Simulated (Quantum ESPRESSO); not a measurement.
The system is As.

```
As
1.0
     1.88080    1.08588    3.51406
    -1.88080    1.08588    3.51406
     0.00000   -2.17176    3.51406
As
2
Cartesian
  0.0000 0.0000 2.3825
  0.0000 0.0000 8.1597
```

Base run:

* Program: Quantum ESPRESSO 7.5
* Functional: vdW-DF-cx
* Potentials or basis: SG15 PBE 1.2
* Cutoff: 952 eV
* Density cutoff: 3810 eV
* k mesh: 9 × 9 × 9
* Occupations: fermi-dirac, width 0.05 eV
* Spin: no spin polarisation

Its results: band gap on the k mesh none (metal or under the smearing width); pressure 3.1 GPa; largest force 0.599 eV/Å.

Question: The run is repeated on the same cell with these changes: functional from vdW-DF-cx to LDA. What comes out?

Answer: Band gap on the k mesh none (metal or under the smearing width); pressure 2.3 GPa; largest force 0.635 eV/Å.

Caveats: the potentials were made for another functional, which shifts forces and pressure.

Not every run made on this cell is shown here.
